A full band holds two electrons per cell, shared here among $12\times12\times2=288$ k points, so each point carries about 0.007 electrons. If a handful of points start to fill a different band, a few hundredths of an electron per cell change place. When the two bands approach each other by roughly 10 eV per Å of atomic displacement, this small transfer changes the force on the atoms by a few tenths of an eV/Å. A break of that size appears at the two largest distances of this scan, where the whole force is 15 to 16 eV/Å. It is a matter of a few percent, and its size can be judged only against a smooth curve.

MoS2 (P6_3/mmc, a = 3.141 Å, c = 12.579 Å) with both Mo atoms of the six-atom cell moved along Cartesian y and all else fixed. Ansatz 0.2.0, plane-wave PAW density functional theory with PBEsol, scalar-relativistic, no spin polarisation, 420 eV cutoff, 12×12×2 k mesh, 0.05 eV Gaussian smearing. Energy changes are free energies relative to the undisplaced cell.

| displacement (Å) | energy change (eV a cell) | force along direction (eV/Å summed over the moved atoms) | gap on mesh (eV) |
| --- | --- | --- | --- |
| -0.5 | 4.652 | 16.136 | 0.000 |
| -0.25 | 1.275 | 9.939 | 1.013 |
| 0 | 0.000 | 0.000 | 0.980 |
| 0.125 | 0.325 | -5.163 | 0.986 |
| 0.1875 | 0.725 | -7.625 | 0.995 |
| 0.3125 | 1.963 | -12.052 | 0.638 |
| 0.375 | 2.775 | -13.846 | 0.054 |
| 0.4375 | 3.679 | -15.074 | 0.000 |

**The smooth pattern**

Both Mo atoms of the cell are pushed sideways by a distance $x$, the displacement, while the sulphur atoms and the cell stay where they were. The sulphur cage pushes back, and $F$ below means the size of this restoring force, summed over the two Mo atoms. In one layer the Mo atom heads straight for a pair of sulphur atoms, and in the other it heads for the opening between two pairs. At a displacement of −0.5 Å the two Mo atoms therefore feel quite different forces, 6.5 and 9.6 eV/Å.

Reversing the push only exchanges the roles of the two layers. The energy is then the same for $x$ and $-x$, and the rows with negative sign belong on the same curve as the others. A force that follows from such an energy can contain only odd powers of $x$. In the limit of small displacements it is proportional to $x$, and the first correction goes as $x^3$:

$$\frac{F}{x}=k-c\,x^2 .$$

Here $k$ is the stiffness for a very small push and $c$ measures how fast it softens. Both were set by the two rows at distances of 0.125 and 0.25 Å, so the curve passes through these rows by construction. The row at 0.1875 Å was left out and agrees to about 0.001 eV/Å. The curve already describes a marked softening, so a falling $F/x$ is part of the pattern and not a break in it. At any one displacement the two Mo atoms share it unevenly. Between 0.125 and 0.3125 Å, force over distance falls by about 12 % for the Mo atom with the weaker force, presumably the one heading for the opening, and by less than 2 % for the other. This contrast comes from even powers of $x$ in the single forces, which have opposite signs in the two layers and cancel in the sum.

**The gap breaks first**

The gap on the mesh hardly notices the first 0.25 Å and even rises by 0.03 eV. Over the next 0.0625 Å it drops by 0.375 eV, and beyond that it falls faster still until it is gone. A gap that belonged to one and the same pair of states would be expected to bend gradually. The sudden turn suggests that another state has taken over as the highest filled or the lowest empty one. That is an inference, because the results do not say which states form the edges.

The force passes this point almost undisturbed. At 0.3125 Å, where the gap has lost more than a third of its value at 0.25 Å, the smooth curve misses the computed force by only 0.009 eV/Å, less than 0.1 % of it. The energy agrees with the integrated curve to within the last digit of the table.

The reason lies in what each quantity depends on. The gap is the distance between just two states, so it kinks whenever a different state becomes an edge. The energy and the force depend on all the filled states together. If two filled states exchange their order, both remain filled, and if two empty states do so, both remain empty. As long as a clear gap separates the two groups, no electron changes place and the force has no cause to jump.

**The force breaks when the gap is gone**

The rows at 0.4375 and −0.5 Å have no gap on the mesh, and both fall clearly below the smooth curve. At −0.5 Å the shortfall is 0.65 eV/Å. Part of this may be ordinary softening of the next order, which a curve with only two terms leaves out. A stricter curve, which adds an $x^5$ term to the force and also passes through the row at 0.3125 Å, still leaves 0.43 eV/Å, about 3 % of the computed force. That one added term removed a third of the shortfall, so a further term would be expected to remove more, and 0.43 eV/Å is not a lower limit this far out. The row at 0.4375 Å, closer to the rows that fix the curves, is the firmer evidence. The break also shows without any curve. Over the last three steps of 0.0625 Å the force gains 1.79, 1.23 and 1.06 eV/Å, so the gain drops most in the step where the gap closes.

The likely cause is best seen by comparing two limits. While the gap is open, the lower bands are full and the upper ones empty, and the energy follows a smooth insulating curve $E_\mathrm{ins}(x)$. Once an empty band has sunk below the top of a filled one, the crystal can lower its energy by moving $n$ electrons per cell from one to the other. With $\Delta$ for the separation of the two band edges, negative after they have crossed, and $C(n)$ for the cost of using states further inside the bands,

$$E\approx E_\mathrm{ins}+n\,\Delta+C(n),\qquad F\approx F_\mathrm{ins}+n\,\frac{d\Delta}{dx}.$$

The number $n$ settles where the energy is lowest, so the change of $n$ along the path adds no further term to the force, provided that $C$ itself does not depend on $x$. Because $\Delta$ falls as the atoms are pushed further, the second term is negative and the restoring force weakens. In plain terms, the push now earns back a little energy by deepening the overlap of the bands.

The smearing energy supports this reading. The calculation also gives the energy without the smearing contribution, which differs from the free energy only when some states near the band edges are partly filled. The difference is below 1 meV everywhere, but it is non-zero in exactly three rows, those at 0.375, 0.4375 and −0.5 Å. These are also the rows in which the force falls noticeably short.

**How many electrons it takes**

The estimate can be worked through for the row at 0.4375 Å, which was used in neither curve. The stricter curve leaves a shortfall of 0.36 eV/Å. Between 0.3125 and 0.375 Å, the last stretch with an open gap, the gap closes at 9.3 eV/Å. If the bands keep approaching at that rate after they have crossed,

$$n\approx\frac{0.36\ \mathrm{eV/Å}}{9.3\ \mathrm{eV/Å}}\approx0.04$$

electrons per cell have moved. That is the content of one band at five or six k points.

This number is inferred from the shortfall, so it cannot prove the mechanism. Its size is believable, though, since bands that overlap at only a few points of the mesh are enough. It also shows how uncertain the size of the break is. The mesh was chosen for an insulator, and a handful of points is a coarse picture of a region where bands overlap. A finer mesh could change the shortfall noticeably, though a weaker force would still be expected wherever the bands overlap.

The row at −0.5 Å shows where the simple picture strains. In a layered crystal with ordinary band edges, the number of transferred electrons should grow in proportion to the overlap, which ought to double roughly between 0.4375 and 0.5 Å. The estimate grows only from 0.038 to 0.046 electrons. The coarse mesh may be responsible, the smooth curve may be less reliable so far beyond the rows that fix it, or the bands may approach at a different rate once they have crossed. The scan cannot decide among the three, but more softening in the smooth curve would not help. Going from the two-term to the stricter curve lowers the shortfall at 0.5 Å more than at 0.4375 Å and so widens the mismatch.

**What to make of the intermediate row**

At 0.375 Å a gap of 0.05 eV remains, about as wide as the smearing. The smearing then lets a small fraction of an electron per cell across before the bands have really met. The shortfall there, between 0.06 and 0.10 eV/Å, is small but well above the misfit of the rows with a wide gap. At least part of it can be read as the foot of the same break, rounded off by a setting of the calculation. The rest may be ordinary softening that the smooth curves miss.

The energy shows the break more faintly than the force, because it adds up the missing force along the path and the path beyond closure is short. At −0.5 Å it lies 0.06 eV below the two-term curve, out of a total of 4.65 eV. Someone who looked only at the energies could easily take the whole scan for one smooth well. The force, which is the slope of that well, reveals the change sooner.

The distance at which all this happens should not be carried over to a real crystal. Functionals of this kind usually give gaps that are too small, which would put the true closure at a larger displacement. Band edges that lie between the points of the mesh would shift it the other way. Spin polarisation was not allowed, and it might matter once the gap is gone. What carries over is the order of events: a new band edge bends the gap at once, but the force responds only when electrons begin to change bands. The analysis printed below lists the shortfall from both smooth curves row by row.

Numerical output:

```
Force against the smooth curves in eV/Å:
     row  computed  smooth curve  shortfall  shortfall from stricter curve
    -0.5     16.14         16.78      0.646                         0.4281
   -0.25     9.939         9.939          0                              0
     0.0         0             0          0                              0
   0.125     5.163         5.163          0                              0
  0.1875     7.625         7.624  -0.001437                     -0.0004444
  0.3125     12.05         12.06   0.008937                     -1.776e-15
   0.375     13.85         13.94      0.095                        0.05868
  0.4375     15.07         15.53     0.4568                         0.3585
Energy against the smooth curve:
     row  smooth curve in eV  shortfall in meV  smearing correction in meV
    -0.5               4.711              59.5                       0.711
   -0.25               1.275            -0.375                           0
     0.0                   0                 0                           0
   0.125              0.3247           -0.2969                           0
  0.1875              0.7249          -0.08691                           0
  0.3125               1.963            0.2568                           0
   0.375               2.777             2.203                       0.166
  0.4375                 3.7             20.83                       0.441
Force over displacement at 0.125 Å in eV/Å²: 41.3
Force over displacement at 0.5 Å in eV/Å²: 32.27
Fall of force over displacement from 0.125 to 0.5 Å in percent: 21.87
Shortfall from a purely linear force at 0.5 Å in eV/Å: 4.774
Rise of the gap from 0 to 0.25 Å in eV: 0.033
Drop of the gap from 0.25 to 0.3125 Å in eV: 0.375
Closing rate of the gap from 0.3125 to 0.375 Å in eV/Å: 9.344
Rough number of electrons moved a cell at 0.4375 Å: 0.03837
Rough number of electrons moved a cell at 0.5 Å: 0.04581
Electrons that one band holds at one k point of the full mesh: 0.006944
```
